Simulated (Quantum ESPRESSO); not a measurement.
# Fe (P6_3/mmc) in Quantum ESPRESSO: further runs, part 2 of 3

Quantum ESPRESSO 7.5. Earlier steps stand in the parts before.

## 3. Phonons, PBEsol, collinear spin, ferromagnetic start, target pressure 5 GPa, at which the enthalpy is minimised

pw.in reads:

```
&CONTROL
  calculation = 'scf'
  prefix = 'pwscf'
  outdir = './tmp'
  pseudo_dir = './pseudo'
  tprnfor = .true.
  tstress = .true.
  disk_io = 'low'
/
&SYSTEM
  ibrav = 0
  celldm(1) = 8
  nat = 2
  ntyp = 1
  ecutwfc = 90
  nbnd = 27
  occupations = 'smearing'
  smearing = 'mv'
  degauss = 0.01469973
  nspin = 2
  starting_magnetization(1) = 0.1875
/
&ELECTRONS
  conv_thr = 4d-10
  electron_maxstep = 120
  mixing_beta = 0.3
/
ATOMIC_SPECIES
Fe    55.8450 Fe.upf
CELL_PARAMETERS alat
  0.5749863975497   0.0000000000000   0.0000000000000
 -0.2874931987866   0.4979528271122   0.0000000000000
  0.0000000000000   0.0000000000000   0.9075254921324
ATOMIC_POSITIONS crystal
Fe     0.6666666667    0.3333333333    0.7500000000
Fe     0.3333333333    0.6666666667    0.2500000000
K_POINTS automatic
10 10 6 0 0 0
```

relax.in reads:

```
&CONTROL
  calculation = 'vc-relax'
  prefix = 'pwscf'
  outdir = './tmp'
  pseudo_dir = './pseudo'
  tprnfor = .true.
  tstress = .true.
  disk_io = 'low'
  nstep = 40
  forc_conv_thr = 0.0001
  etot_conv_thr = 1d-06
/
&SYSTEM
  ibrav = 0
  celldm(1) = 8
  nat = 2
  ntyp = 1
  ecutwfc = 90
  nbnd = 27
  occupations = 'smearing'
  smearing = 'mv'
  degauss = 0.01469973
  nspin = 2
  starting_magnetization(1) = 0.1875
/
&ELECTRONS
  conv_thr = 4d-10
  electron_maxstep = 120
  mixing_beta = 0.3
/
&IONS
  ion_dynamics = 'bfgs'
/
&CELL
  cell_dynamics = 'bfgs'
  press = 50
  press_conv_thr = 0.2
/
ATOMIC_SPECIES
Fe    55.8450 Fe.upf
CELL_PARAMETERS alat
  0.5749863975518   0.0000000000068   0.0000000000000
 -0.2874931987818   0.4979528271070   0.0000000000000
  0.0000000000000   0.0000000000000   0.9075254921324
ATOMIC_POSITIONS crystal
Fe     0.6666666666    0.3333333332    0.7500000000
Fe     0.3333333332    0.6666666666    0.2500000000
K_POINTS automatic
10 10 6 0 0 0
```

scf2.in reads:

```
&CONTROL
  calculation = 'scf'
  prefix = 'pwscf'
  outdir = './tmp'
  pseudo_dir = './pseudo'
  tprnfor = .true.
  tstress = .true.
  disk_io = 'low'
/
&SYSTEM
  ibrav = 0
  celldm(1) = 8
  nat = 2
  ntyp = 1
  ecutwfc = 90
  nbnd = 27
  occupations = 'smearing'
  smearing = 'mv'
  degauss = 0.01469973
  nspin = 2
  starting_magnetization(1) = 0.1875
/
&ELECTRONS
  conv_thr = 1d-13
  electron_maxstep = 120
  mixing_beta = 0.3
  startingpot = 'file'
  startingwfc = 'file'
/
ATOMIC_SPECIES
Fe    55.8450 Fe.upf
CELL_PARAMETERS alat
  0.5714367359922   0.0000000000068   0.0000000000000
 -0.2857183680020   0.4948787300215   0.0000000000000
  0.0000000000000   0.0000000000000   0.9000224711582
ATOMIC_POSITIONS crystal
Fe     0.6666666665    0.3333333331    0.7500000000
Fe     0.3333333331    0.6666666665    0.2500000000
K_POINTS automatic
10 10 6 0 0 0
```

ph.in reads:

```
phonons of Fe
&INPUTPH
  prefix = 'pwscf'
  outdir = './tmp'
  tr2_ph = 1d-18
  fildyn = 'dyn'
  niter_ph = 90
  alpha_mix(1) = 0.4
/
0.0000000000 0.0000000000 0.0000000000
```

dynmat.in reads:

```
&INPUT
  fildyn = 'dyn'
  asr = 'crystal'
  filout = 'dynmat.disp'
  fileig = 'dynmat.eig'
/
```

Potentials or basis: PseudoDojo 0.4.1 SR PBEsol standard.

Command:

```bash
> OMP_NUM_THREADS=1 mpirun -n 4 pw.x -nk 4 -in pw.in > pw.out
> OMP_NUM_THREADS=1 mpirun -n 4 pw.x -nk 4 -in relax.in > relax.out
> OMP_NUM_THREADS=1 mpirun -n 4 pw.x -nk 4 -in scf2.in > scf2.out
> OMP_NUM_THREADS=1 mpirun -n 4 ph.x -nk 4 -in ph.in > ph.out
> OMP_NUM_THREADS=1 mpirun -n 1 dynmat.x -in dynmat.in > dynmat.out
```

pw.out:

```text
This program is part of the open-source Quantum ESPRESSO suite
     for quantum simulation of materials; please cite
[... 6 lines left out ...]
     using ibrav=0 with symmetry is DISCOURAGED, use correct ibrav instead

     K-points division:     npool     =       4
     Subspace diagonalization in iterative solution of the eigenvalue problem:
     a serial algorithm will be used

     G-vector sticks info
     --------------------
     sticks:   dense  smooth     PW     G-vecs:    dense   smooth      PW
     Sum         517     517    163                15319    15319    2575

     Using Slab Decomposition

     bravais-lattice index     =            0
     lattice parameter (alat)  =       8.0000  a.u.
     unit-cell volume          =     133.0377 (a.u.)^3
     number of atoms/cell      =            2
     number of atomic types    =            1
     number of electrons       =        32.00
     number of Kohn-Sham states=           27
     kinetic-energy cutoff     =      90.0000  Ry
     charge density cutoff     =     360.0000  Ry
     scf convergence threshold =      4.0E-10
     mixing beta               =       0.3000
     number of iterations used =            8  plain     mixing
     Exchange-correlation= PBESOL
                           (   1   4  10   8   0   0   0)

     celldm(1)=   8.000000  celldm(2)=   0.000000  celldm(3)=   0.000000
     celldm(4)=   0.000000  celldm(5)=   0.000000  celldm(6)=   0.000000

     crystal axes: (cart. coord. in units of alat)
               a(1) = (   0.574986   0.000000   0.000000 )
               a(2) = (  -0.287493   0.497953   0.000000 )
               a(3) = (   0.000000   0.000000   0.907525 )

     reciprocal axes: (cart. coord. in units 2 pi/alat)
               b(1) = (  1.739172  1.004111 -0.000000 )
               b(2) = (  0.000000  2.008222  0.000000 )
               b(3) = (  0.000000 -0.000000  1.101897 )

     PseudoPot. # 1 for Fe read from file:
     Fe.upf
     Pseudo is Norm-conserving + core correction, Zval = 16.0
     Generated using ONCVPSP code by D. R. Hamann
     Using radial grid of 1426 points,  6 beta functions with:
                l(1) =   0
                l(2) =   0
                l(3) =   1
                l(4) =   1
                l(5) =   2
                l(6) =   2

     atomic species   valence    mass     pseudopotential
     Fe               16.00    55.84500     Fe( 1.00)

     Starting magnetic structure
     atomic species   magnetization
     Fe              0.188

     24 Sym. Ops., with inversion, found (12 have fractional translation)

   Cartesian axes

     site n.     atom                  positions (alat units)
         1        Fe     tau(   1) = (   0.2874932   0.1659843   0.6806441  )
         2        Fe     tau(   2) = (  -0.0000000   0.3319686   0.2268814  )

     number of k points=    56  Marzari-Vanderbilt smearing, width (Ry)=  0.0147
                       cart. coord. in units 2pi/alat
        k(    1) = (   0.0000000   0.0000000   0.0000000), wk =   0.0016667
        k(    2) = (   0.0000000   0.0000000   0.1836496), wk =   0.0033333
        k(    3) = (   0.0000000   0.0000000   0.3672991), wk =   0.0033333
        k(    4) = (   0.0000000   0.0000000  -0.5509487), wk =   0.0016667
        k(    5) = (   0.0000000   0.2008222   0.0000000), wk =   0.0100000
        k(    6) = (   0.0000000   0.2008222   0.1836496), wk =   0.0200000
[... 48 lines left out ...]
        k(   55) = (   0.5217515   0.9037001   0.3672991), wk =   0.0200000
        k(   56) = (   0.5217515   0.9037001  -0.5509487), wk =   0.0100000

     Dense  grid:    15319 G-vectors     FFT dimensions: (  27,  27,  48)

     Generating pointlists ...
     new r_m :   0.2319 (alat units)  1.8554 (a.u.) for type    1

     Initial potential from superposition of free atoms

     starting charge      31.9993, renormalised to      32.0000
     Starting wfcs are   20 randomized atomic wfcs +    7 random wfcs

     Self-consistent Calculation

     iteration #  1     ecut=    90.00 Ry     beta= 0.30
     Davidson diagonalization with overlap
     ethr =  1.00E-02,  avg # of iterations =  3.8

     Threshold (ethr) on eigenvalues was too large:
     Diagonalizing with lowered threshold

     Davidson diagonalization with overlap
     ethr =  3.39E-04,  avg # of iterations =  1.3

     total energy              =    -500.78834682 Ry
     estimated scf accuracy    <       0.10976609 Ry

     total magnetization       =     4.22 Bohr mag/cell
     absolute magnetization    =     4.23 Bohr mag/cell

     iteration #  2     ecut=    90.00 Ry     beta= 0.30
     Davidson diagonalization with overlap
     ethr =  3.43E-04,  avg # of iterations =  1.2

     total energy              =    -500.80622122 Ry
     estimated scf accuracy    <       0.03330454 Ry

     total magnetization       =     4.18 Bohr mag/cell
     absolute magnetization    =     4.21 Bohr mag/cell
[... 221 lines left out ...]
     iteration # 25     ecut=    90.00 Ry     beta= 0.30
     Davidson diagonalization with overlap
     ethr =  5.21E-12,  avg # of iterations =  1.8

     total energy              =    -500.86555619 Ry
     estimated scf accuracy    <          4.9E-10 Ry

     total magnetization       =    -0.00 Bohr mag/cell
     absolute magnetization    =     0.00 Bohr mag/cell

     iteration # 26     ecut=    90.00 Ry     beta= 0.30
     Davidson diagonalization with overlap
     ethr =  1.52E-12,  avg # of iterations =  2.0

     Magnetic moment per site  (integrated on atomic sphere of radius R)
     atom   1 (R=0.232)  charge= 14.3736  magn= -0.0000
     atom   2 (R=0.232)  charge= 14.3736  magn= -0.0000

     End of self-consistent calculation

     Number of k-points >= 100: set verbosity='high' to print the bands.

     the Fermi energy is    21.8355 ev

!    total energy              =    -500.86555619 Ry
     estimated scf accuracy    <          1.1E-10 Ry
     smearing contrib. (-TS)   =      -0.00055591 Ry
     internal energy E=F+TS    =    -500.86500028 Ry

     The total energy is F=E-TS. E is the sum of the following terms:
     one-electron contribution =    -177.85110165 Ry
     hartree contribution      =     112.25640511 Ry
     xc contribution           =     -70.37381572 Ry
     ewald contribution        =    -364.89648802 Ry

     total magnetization       =    -0.00 Bohr mag/cell
     absolute magnetization    =     0.00 Bohr mag/cell

     convergence has been achieved in  26 iterations

     Forces acting on atoms (cartesian axes, Ry/au):

     atom    1 type  1   force =     0.00000000    0.00000000    0.00000000
     atom    2 type  1   force =     0.00000000   -0.00000000    0.00000000

     Total force =     0.000000     Total SCF correction =     0.000000

     Computing stress (Cartesian axis) and pressure

          total   stress  (Ry/bohr**3)                   (kbar)     P=      -19.58
  -0.00010288  -0.00000000   0.00000000          -15.13       -0.00        0.00
  -0.00000000  -0.00010288   0.00000000           -0.00      -15.13        0.00
   0.00000000   0.00000000  -0.00019355            0.00        0.00      -28.47

=------------------------------------------------------------------------------=
   JOB DONE.
=------------------------------------------------------------------------------=
```

scf2.out:

```text
This program is part of the open-source Quantum ESPRESSO suite
     for quantum simulation of materials; please cite
[... 6 lines left out ...]
     using ibrav=0 with symmetry is DISCOURAGED, use correct ibrav instead

     K-points division:     npool     =       4
[... 181 lines left out ...]
   0.00033442   0.00000000  -0.00000000           49.19        0.00       -0.00
   0.00000000   0.00033442   0.00000000            0.00       49.19        0.00
   0.00000000   0.00000000   0.00033387            0.00        0.00       49.11

=------------------------------------------------------------------------------=
   JOB DONE.
=------------------------------------------------------------------------------=
```

Wall time 9.5 min (4 MPI ranks of AMD EPYC 7R43 (Zen 3), shared host); peak memory 0.32 GiB.

Results:

```yaml
Free_energy: -6814.6192 eV
Relaxed_volume: 9.66 Å³/atom
Relaxed_cell: a = 2.419 Å, b = 2.419 Å, c = 3.810 Å, α = 90.00°, β = 90.00°, γ = 120.00°
Space_group_after_relaxing_to_0.05_Å: P6_3/mmc (No. 194)
Pressure_after_relaxing: 4.9 GPa
Band_gap_on_the_k_mesh: none (metal or under the smearing width)
Net_moment: 0.00 μB per cell
Absolute_moment: 0.00 μB per cell
Valence_electrons_inside_the_program's_atomic_spheres: Fe 14.37
Highest_phonon_frequency_at_Γ: 344 cm⁻¹
```

The path:
```csv
step,energy change (eV),largest force (eV/Å),pressure (GPa),volume (Å³)
1,0.0000,0.0000,-1.96,19.71
2,0.0173,0.0000,10.43,19.02
3,0.0033,0.0000,4.82,19.32
4,0.0035,0.0000,5.00,19.31
```

Final structure:
```yaml
crystal:
  lattice:
    - [2.41913, 0.00000, 0.00000]
    - [-1.20957, 2.09503, 0.00000]
    - [0.00000, 0.00000, 3.81017]
  atoms:
    - { symbol: Fe, position: [0.66667, 0.33333, 0.75000] }
    - { symbol: Fe, position: [0.33333, 0.66667, 0.25000] }
```

Phonon frequencies in cm⁻¹ (negative: imaginary):
```csv
q point,frequencies
"(0.000, 0.000, 0.000)",-1 -1 1 247 247 344
```

Optical modes at Γ, degenerate ones joined:
```
cm⁻¹  components  symmetry  active in
 247           2       E2g      Raman
 344           1       B1g     silent
```

Caveat: the mesh is thin for the phonons of a metal; the cell is more than 3 GPa from zero pressure, which shifts response properties; the starting moments collapsed, and a magnetic state may lie lower.

## 4. Phonons, PBEsol, collinear spin, ferromagnetic start, target pressure 10 GPa, at which the enthalpy is minimised

pw.in is that of step 3.

Changes to relax.in since step 3:

```diff
@@ -35,3 +35,3 @@
   cell_dynamics = 'bfgs'
-  press = 50
+  press = 100
   press_conv_thr = 0.2
```

Changes to scf2.in since step 3:

```diff
@@ -32,5 +32,5 @@
 CELL_PARAMETERS alat
-  0.5714367359922   0.0000000000068   0.0000000000000
- -0.2857183680020   0.4948787300215   0.0000000000000
-  0.0000000000000   0.0000000000000   0.9000224711582
+  0.5687310971158  -0.0000000000000   0.0000000000000
+ -0.2843655485579   0.4925355780245   0.0000000000000
+  0.0000000000000   0.0000000000000   0.8960416909836
 ATOMIC_POSITIONS crystal
```

ph.in is that of step 3.

dynmat.in is that of step 3.

Potentials or basis: PseudoDojo 0.4.1 SR PBEsol standard.

Command:

```bash
> OMP_NUM_THREADS=1 mpirun -n 4 pw.x -nk 4 -in pw.in > pw.out
> OMP_NUM_THREADS=1 mpirun -n 4 pw.x -nk 4 -in relax.in > relax.out
> OMP_NUM_THREADS=1 mpirun -n 4 pw.x -nk 4 -in scf2.in > scf2.out
> OMP_NUM_THREADS=1 mpirun -n 4 ph.x -nk 4 -in ph.in > ph.out
> OMP_NUM_THREADS=1 mpirun -n 1 dynmat.x -in dynmat.in > dynmat.out
```

pw.out:

```text
This program is part of the open-source Quantum ESPRESSO suite
     for quantum simulation of materials; please cite
[... 6 lines left out ...]
     using ibrav=0 with symmetry is DISCOURAGED, use correct ibrav instead

     K-points division:     npool     =       4
     Subspace diagonalization in iterative solution of the eigenvalue problem:
     a serial algorithm will be used

     G-vector sticks info
     --------------------
     sticks:   dense  smooth     PW     G-vecs:    dense   smooth      PW
     Sum         517     517    163                15319    15319    2575

     Using Slab Decomposition

     bravais-lattice index     =            0
     lattice parameter (alat)  =       8.0000  a.u.
     unit-cell volume          =     133.0377 (a.u.)^3
[... 134 lines left out ...]
     estimated scf accuracy    <       0.10976609 Ry
[... 244 lines left out ...]
     iteration # 26     ecut=    90.00 Ry     beta= 0.30
     Davidson diagonalization with overlap
     ethr =  1.52E-12,  avg # of iterations =  2.0

     Magnetic moment per site  (integrated on atomic sphere of radius R)
     atom   1 (R=0.232)  charge= 14.3736  magn= -0.0000
     atom   2 (R=0.232)  charge= 14.3736  magn= -0.0000

     End of self-consistent calculation

     Number of k-points >= 100: set verbosity='high' to print the bands.

     the Fermi energy is    21.8355 ev

!    total energy              =    -500.86555619 Ry
     estimated scf accuracy    <          1.1E-10 Ry
     smearing contrib. (-TS)   =      -0.00055591 Ry
     internal energy E=F+TS    =    -500.86500028 Ry

     The total energy is F=E-TS. E is the sum of the following terms:
     one-electron contribution =    -177.85110165 Ry
     hartree contribution      =     112.25640511 Ry
     xc contribution           =     -70.37381572 Ry
     ewald contribution        =    -364.89648802 Ry

     total magnetization       =    -0.00 Bohr mag/cell
     absolute magnetization    =     0.00 Bohr mag/cell

     convergence has been achieved in  26 iterations

     Forces acting on atoms (cartesian axes, Ry/au):

     atom    1 type  1   force =    -0.00000000   -0.00000000    0.00000000
     atom    2 type  1   force =     0.00000000    0.00000000    0.00000000

     Total force =     0.000000     Total SCF correction =     0.000000

     Computing stress (Cartesian axis) and pressure

          total   stress  (Ry/bohr**3)                   (kbar)     P=      -19.58
  -0.00010288  -0.00000000   0.00000000          -15.13       -0.00        0.00
  -0.00000000  -0.00010288  -0.00000000           -0.00      -15.13       -0.00
   0.00000000   0.00000000  -0.00019355            0.00        0.00      -28.47

=------------------------------------------------------------------------------=
   JOB DONE.
=------------------------------------------------------------------------------=
```

scf2.out:

```text
This program is part of the open-source Quantum ESPRESSO suite
     for quantum simulation of materials; please cite
[... 6 lines left out ...]
     using ibrav=0 with symmetry is DISCOURAGED, use correct ibrav instead

     K-points division:     npool     =       4
[... 181 lines left out ...]
   0.00067363  -0.00000000   0.00000000           99.09       -0.00        0.00
  -0.00000000   0.00067363   0.00000000           -0.00       99.09        0.00
   0.00000000   0.00000000   0.00067354            0.00        0.00       99.08

=------------------------------------------------------------------------------=
   JOB DONE.
=------------------------------------------------------------------------------=
```

It took 11 min on 4 MPI ranks of AMD EPYC 7R43 (Zen 3), shared host; peak memory 0.32 GiB.

Results:

```yaml
Free_energy: -6814.6067 eV
Relaxed_volume: 9.52 Å³/atom
Relaxed_cell: a = 2.408 Å, b = 2.408 Å, c = 3.793 Å, α = 90.00°, β = 90.00°, γ = 120.00°
Space_group_after_relaxing_to_0.05_Å: P6_3/mmc (No. 194)
Pressure_after_relaxing: 9.9 GPa
Band_gap_on_the_k_mesh: none (metal or under the smearing width)
Net_moment: 0.00 μB per cell
Absolute_moment: 0.00 μB per cell
Valence_electrons_inside_the_program's_atomic_spheres: Fe 14.37
Highest_phonon_frequency_at_Γ: 355 cm⁻¹
```

Step by step:
```tsv
step	energy change (eV)	largest force (eV/Å)	pressure (GPa)	volume (Å³)
1	0.0000	0.0000	-1.96	19.71
2	0.0641	0.0000	20.65	18.54
3	0.0142	0.0000	9.44	19.07
4	0.0159	0.0000	9.97	19.05
5	0.0160	0.0000	10.02	19.04
```

Final structure:
```
CELL_PARAMETERS angstrom
2.40768 0.00000 0.00000
-1.20384 2.08511 0.00000
0.00000 0.00000 3.79332
ATOMIC_POSITIONS crystal
Fe 0.66667 0.33333 0.75000
Fe 0.33333 0.66667 0.25000
```

Phonon frequencies in cm⁻¹ (negative: imaginary):
| q point | frequencies |
| --- | --- |
| (0.000, 0.000, 0.000) | -1 -1 1 252 252 355 |

Optical modes at Γ, degenerate ones joined:
| cm⁻¹ | components | symmetry | active in |
| --- | --- | --- | --- |
| 252 | 2 | E2g | Raman |
| 355 | 1 | B1g | silent |

Caveat: the mesh is thin for the phonons of a metal; the cell is more than 3 GPa from zero pressure, which shifts response properties; the starting moments collapsed, and a magnetic state may lie lower.

(Part 2 of 3 ends here.)
